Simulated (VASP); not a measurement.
## Na: single point with PBE

The system is Na.

```
Na
1.0
     3.76700    0.00000    0.00000
    -1.88350    3.26232    0.00000
     0.00000    0.00000    6.15400
Na
2
Direct
  0.66667 0.33333 0.75000
  0.33333 0.66667 0.25000
```

This isn't the form of Na at room conditions, which is bcc.

| Quantity | Value |
| --- | --- |
| Program | VASP 6.6.1 |
| Task | single point |
| Functional | PBE |
| Potentials or basis | VASP PAW PBE potentials, release 64 (Na_pv) |
| Cutoff | 520 eV |
| k mesh | 8 × 8 × 5 |
| Occupations | gaussian, width 0.05 eV |
| Spin | no spin polarisation |
| Further INCAR settings | ALGO = Fast; EDIFF = 1.00e-06; NBANDS = 14 |

```json
{
  "Pressure": "-0.1 GPa",
  "Band gap on the k mesh": "none (metal or under the smearing width)"
}
```

Stress tensor (GPa, compression positive):
```
-0.06  0.00  0.00
 0.00 -0.06  0.00
 0.00  0.00 -0.31
```

Levels at points of the mesh, in eV from the Fermi level:
| k point | band 5 | band 6 | band 7 | band 8 | band 9 | band 10 |
| --- | --- | --- | --- | --- | --- | --- |
| (0.00, 0.00, 0.00) | -24.88 | -24.88 | -3.21 | 0.58 | 0.97 | 9.91 |
| (0.50, 0.00, 0.00) | -24.89 | -24.88 | 0.28 | 0.38 | 3.86 | 3.87 |

It took 13 s on 1 thread of Intel(R) Xeon(R) 6975P-C (Granite Rapids), with other jobs on the host, peak memory 0.18 GiB.
